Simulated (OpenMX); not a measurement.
# As (R-3m) in OpenMX: a series of runs, part 2 of 2

OpenMX 3.8.5. Earlier steps stand in the parts before.

## Step 3: Single point, LDA, 21.53 Å³/atom

File As.dat:

```
System.CurrrentDirectory             ./
System.Name                          As
DATA.PATH                            ./DFT_DATA13
level.of.stdout                      1
level.of.fileout                     0
Species.Number                       1
<Definition.of.Atomic.Species
  As  As7.0-s3p2d2           As_CA13
Definition.of.Atomic.Species>

Atoms.Number                         2
Atoms.SpeciesAndCoordinates.Unit     FRAC
<Atoms.SpeciesAndCoordinates
    1  As    0.2260000000    0.2260000000    0.2260000000   7.500  7.500
    2  As    0.7740000000    0.7740000000    0.7740000000   7.500  7.500
Atoms.SpeciesAndCoordinates>

Atoms.UnitVectors.Unit               Ang
<Atoms.UnitVectors
     1.8807968987    1.0858785957    3.5140619945
    -1.8807968987    1.0858785957    3.5140619945
     0.0000000000   -2.1717571915    3.5140619945
Atoms.UnitVectors>

scf.XcType                           LDA
scf.SpinPolarization                 off
scf.ElectronicTemperature            580.226
scf.energycutoff                     500.0
scf.maxIter                          100
scf.EigenvalueSolver                 band
scf.Kgrid                            9 9 9
scf.Mixing.Type                      rmm-diisk
scf.Init.Mixing.Weight               0.05
scf.Min.Mixing.Weight                0.001
scf.Max.Mixing.Weight                0.3
scf.Mixing.History                   25
scf.Mixing.StartPulay                8
scf.criterion                        1.0e-8
MD.Type                              nomd
```

Potentials or basis: OpenMX 2013 LDA set, As7.0-s3p2d2, fixed grid of 42 × 42 × 42 points.

Launch:

```console
> openmx As.dat -nt 1 > As.std
```

It took 60 s on 1 thread of Arm Neoverse V2, shared host; peak memory 0.71 GiB.

Results (log left out):

```
Free energy            : -5772.4425 eV
Largest force          : 1.051 eV/Å
Band gap on the k mesh : none (metal or under the smearing width)
```

Caveat: the basis has few d functions beyond the semicore shells, which can make volumes several per cent too large; the basis of atomic orbitals isn't converged, which shifts pressures, moduli and gaps; forces of over 1 eV/Å show positions far from the minimum, so gaps and moduli don't describe the material at rest.

## Step 4: Single point, LDA, 21.10 Å³/atom (volume scaled by 0.98)

Changes to As.dat since step 3:

```diff
@@ -19,5 +19,5 @@
 <Atoms.UnitVectors
-     1.8807968987    1.0858785957    3.5140619945
-    -1.8807968987    1.0858785957    3.5140619945
-     0.0000000000   -2.1717571915    3.5140619945
+     1.8681737204    1.0785906003    3.4904769752
+    -1.8681737204    1.0785906003    3.4904769752
+     0.0000000000   -2.1571812007    3.4904769752
 Atoms.UnitVectors>
@@ -27,3 +27,2 @@
 scf.ElectronicTemperature            580.226
-scf.energycutoff                     500.0
 scf.maxIter                          100
@@ -39 +38,3 @@
 MD.Type                              nomd
+scf.Ngrid                            42 42 42
+scf.energycutoff                     500.0
```

Launch:

```console
> openmx As.dat -nt 1 > As.std
```

It took 61 s on 1 thread of Arm Neoverse V2, shared host; peak memory 0.71 GiB.

Results (log left out):

```
Free energy            : -5772.4306 eV
Largest force          : 1.180 eV/Å
Band gap on the k mesh : none (metal or under the smearing width)
```

Caveat: the basis has few d functions beyond the semicore shells, which can make volumes several per cent too large; the basis of atomic orbitals isn't converged, which shifts pressures, moduli and gaps; forces of over 1 eV/Å show positions far from the minimum, so gaps and moduli don't describe the material at rest.

## Step 5: Single point, LDA, 21.96 Å³/atom (volume scaled by 1.02)

Changes to As.dat since step 4:

```diff
@@ -19,5 +19,5 @@
 <Atoms.UnitVectors
-     1.8681737204    1.0785906003    3.4904769752
-    -1.8681737204    1.0785906003    3.4904769752
-     0.0000000000   -2.1571812007    3.4904769752
+     1.8932528703    1.0930700543    3.5373346065
+    -1.8932528703    1.0930700543    3.5373346065
+     0.0000000000   -2.1861401086    3.5373346065
 Atoms.UnitVectors>
```

Launch:

```console
> openmx As.dat -nt 1 > As.std
```

Run time: 59 s. Hardware: 1 thread of Arm Neoverse V2, shared host; peak memory 0.7 GiB.

Results (log left out):

```
Free energy            : -5772.4460 eV
Largest force          : 0.816 eV/Å
Band gap on the k mesh : none (metal or under the smearing width)
```

Caveat: the basis has few d functions beyond the semicore shells, which can make volumes several per cent too large; the basis of atomic orbitals isn't converged, which shifts pressures, moduli and gaps.

## Step 6: Single point, LDA, 20.67 Å³/atom (volume scaled by 0.96)

Changes to As.dat since step 5:

```diff
@@ -19,5 +19,5 @@
 <Atoms.UnitVectors
-     1.8932528703    1.0930700543    3.5373346065
-    -1.8932528703    1.0930700543    3.5373346065
-     0.0000000000   -2.1861401086    3.5373346065
+     1.8553776084    1.0712027616    3.4665688483
+    -1.8553776084    1.0712027616    3.4665688483
+     0.0000000000   -2.1424055233    3.4665688483
 Atoms.UnitVectors>
```

Potentials or basis: OpenMX 2013 LDA set, As7.0-s3p2d2, fixed grid of 42 × 42 × 42 points.

Launch:

```console
> openmx As.dat -nt 1 > As.std
```

Wall time 62 s (1 thread of Arm Neoverse V2, shared host); peak memory 0.72 GiB.

It converged, with:

```
Free energy            : -5772.4092 eV
Largest force          : 1.313 eV/Å
Band gap on the k mesh : none (metal or under the smearing width)
```

Caveat: the basis has few d functions beyond the semicore shells, which can make volumes several per cent too large; the basis of atomic orbitals isn't converged, which shifts pressures, moduli and gaps; forces of over 1 eV/Å show positions far from the minimum, so gaps and moduli don't describe the material at rest.

## Step 7: Single point, LDA, 22.39 Å³/atom (volume scaled by 1.04)

Changes to As.dat since step 6:

```diff
@@ -19,5 +19,5 @@
 <Atoms.UnitVectors
-     1.8553776084    1.0712027616    3.4665688483
-    -1.8553776084    1.0712027616    3.4665688483
-     0.0000000000   -2.1424055233    3.4665688483
+     1.9055470646    1.1001681106    3.5603049553
+    -1.9055470646    1.1001681106    3.5603049553
+     0.0000000000   -2.2003362214    3.5603049553
 Atoms.UnitVectors>
```

Launch:

```console
> openmx As.dat -nt 1 > As.std
```

It took 56 s on 1 thread of Arm Neoverse V2, shared host; peak memory 0.68 GiB.

It converged, with:

```
Free energy            : -5772.4414 eV
Largest force          : 0.711 eV/Å
Band gap on the k mesh : none (metal or under the smearing width)
```

Caveat: the basis has few d functions beyond the semicore shells, which can make volumes several per cent too large; the basis of atomic orbitals isn't converged, which shifts pressures, moduli and gaps.

## Step 8: Single point, LDA, 20.24 Å³/atom (volume scaled by 0.94)

Changes to As.dat since step 7:

```diff
@@ -19,5 +19,5 @@
 <Atoms.UnitVectors
-     1.9055470646    1.1001681106    3.5603049553
-    -1.9055470646    1.1001681106    3.5603049553
-     0.0000000000   -2.2003362214    3.5603049553
+     1.8424025153    1.0637115881    3.4423263150
+    -1.8424025153    1.0637115881    3.4423263150
+     0.0000000000   -2.1274231763    3.4423263150
 Atoms.UnitVectors>
```

Launch:

```console
> openmx As.dat -nt 1 > As.std
```

It took 65 s on 1 thread of Arm Neoverse V2, shared host; peak memory 0.74 GiB.

The run converged. Its results:

* Free energy: -5772.3769 eV
* Largest force: 1.568 eV/Å
* Band gap on the k mesh: none (metal or under the smearing width)

Caveat: the basis has few d functions beyond the semicore shells, which can make volumes several per cent too large; the basis of atomic orbitals isn't converged, which shifts pressures, moduli and gaps; forces of over 1 eV/Å show positions far from the minimum, so gaps and moduli don't describe the material at rest.

## Step 9: Single point, LDA, 22.82 Å³/atom (volume scaled by 1.06)

Changes to As.dat since step 8:

```diff
@@ -19,5 +19,5 @@
 <Atoms.UnitVectors
-     1.8424025153    1.0637115881    3.4423263150
-    -1.8424025153    1.0637115881    3.4423263150
-     0.0000000000   -2.1274231763    3.4423263150
+     1.9176846343    1.1071757398    3.5829826684
+    -1.9176846343    1.1071757398    3.5829826684
+     0.0000000000   -2.2143514796    3.5829826684
 Atoms.UnitVectors>
```

Potentials or basis: OpenMX 2013 LDA set, As7.0-s3p2d2, fixed grid of 42 × 42 × 42 points.

Launch:

```console
> openmx As.dat -nt 1 > As.std
```

Run time: 55 s. Hardware: 1 thread of Arm Neoverse V2, shared host; peak memory 0.67 GiB.

It converged, with:

- Free energy: -5772.4297 eV
- Largest force: 0.615 eV/Å
- Band gap on the k mesh: none (metal or under the smearing width)

Caveat: the basis has few d functions beyond the semicore shells, which can make volumes several per cent too large; the basis of atomic orbitals isn't converged, which shifts pressures, moduli and gaps.

## Step 10: Equation of state, LDA

No new run: the results of the series are fitted here.

It converged, with:

```yaml
Equilibrium_volume: 21.92 Å³/atom
Bulk_modulus_at_fixed_shape_and_positions: 75 GPa
Pressure_derivative_of_the_bulk_modulus: "4.0 (rough: it moves with the points fitted)"
```

Energy against volume, from the lowest point:
```
volume (Å³/atom)  energy (meV/atom)
          20.239              34.58
          20.669              18.43
          21.100               7.70
          21.530               1.77
          21.961               0.00
          22.392               2.30
          22.822               8.16
```

Caveat: the basis has few d functions beyond the semicore shells, which can make volumes several per cent too large; volumes in these bases differ from converged ones by about 1 %, for some elements by several; the cell was scaled at fixed shape and fractional positions, which overstates the stiffness of a crystal with free parameters, most of all of layers and chains; the basis of atomic orbitals isn't converged, which shifts pressures, moduli and gaps.

## Step 11: The reference run

An earlier run on the cell as given: functional PBE; potentials or basis OpenMX 2013 PBE set, As7.0-s3p2d2, fixed grid of 42 × 42 × 42 points; k mesh 9 × 9 × 9; occupations fermi-dirac, width 0.05 eV; no spin polarisation.

- Largest force: 1.235 eV/Å
- Band gap on the k mesh: none (metal or under the smearing width)
